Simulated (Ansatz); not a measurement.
Strain and field gradients in HfO2

Cell: a COD entry whose atoms were relaxed with PBE, the cell held.

```
CELL_PARAMETERS angstrom
5.05980 0.00000 0.00000
0.00000 10.01720 0.00000
0.00000 0.00000 5.22760
ATOMIC_POSITIONS crystal
Hf 0.74515 0.88454 0.96486
Hf 0.24515 0.61546 0.03514
Hf 0.25485 0.38454 0.53514
Hf 0.75485 0.11546 0.46486
Hf 0.25485 0.11546 0.03514
Hf 0.75485 0.38454 0.96486
Hf 0.74515 0.61546 0.46486
Hf 0.24515 0.88454 0.53514
O 0.87051 0.79074 0.62402
O 0.37051 0.70926 0.37598
O 0.12949 0.29074 0.87598
O 0.62949 0.20926 0.12402
O 0.12949 0.20926 0.37598
O 0.62949 0.29074 0.62402
O 0.87051 0.70926 0.12402
O 0.37051 0.79074 0.87598
O 0.50288 0.97644 0.26172
O 0.00288 0.52356 0.73828
O 0.49712 0.47644 0.23828
O 0.99712 0.02356 0.76172
O 0.49712 0.02356 0.73828
O 0.99712 0.47644 0.26172
O 0.50288 0.52356 0.76172
O 0.00288 0.97644 0.23828
```

Atom numbers follow the list; atoms alike are taken as one site, whose name carries the number of the first.

Method: Kohn–Sham DFT in Ansatz, PBE, plane waves and PAW, scalar-relativistic, 420 eV cutoff, Γ-centred 5×3×5 k-points, Fermi–Dirac smearing 0.02 eV.

The cell is stretched along z (the third Cartesian axis of the run's cell), x and y held, and the ions relax again each time.

```
strain along z (%)  Hf: V along z (10²¹ V/m²)  O9: V along z (10²¹ V/m²)  O17: V along z (10²¹ V/m²)
                -3                      -3.27                      -1.22                       -0.26
                -2                      -3.75                      -1.06                        0.04
                -1                      -4.23                      -0.91                        0.33
                 0                      -4.47                      -0.73                        0.61
                +1                      -4.63                      -0.56                        0.90
                +2                      -4.87                      -0.41                        1.17
                +3                          ?                          ?                           ?
```

(1) Estimate the row at +3 % from the others.

Answers

(1) Hf: -4.90; O9: -0.24; O17: 1.44. Worked for Hf: a straight line through the other 6 rows has a slope of -0.311 × 10²¹ V/m² per per cent of strain and gives -5.29 at +3 %, against -4.90 from the run; the rows don't lie on one smooth curve, and relaxations that stop at forces of about 0.02 eV/Å can cause such scatter. Worked for O9: a straight line through the other 6 rows has a slope of 0.163 × 10²¹ V/m² per per cent of strain and gives -0.24 at +3 %, against -0.24 from the run, so the response is nearly linear here.

At this cell the PBE pressure is 6 GPa, so with PBE the cell would grow if it were relaxed. Without spin–orbit coupling the gradients at and beside Hf can be off by some per cent, at some sites by more.
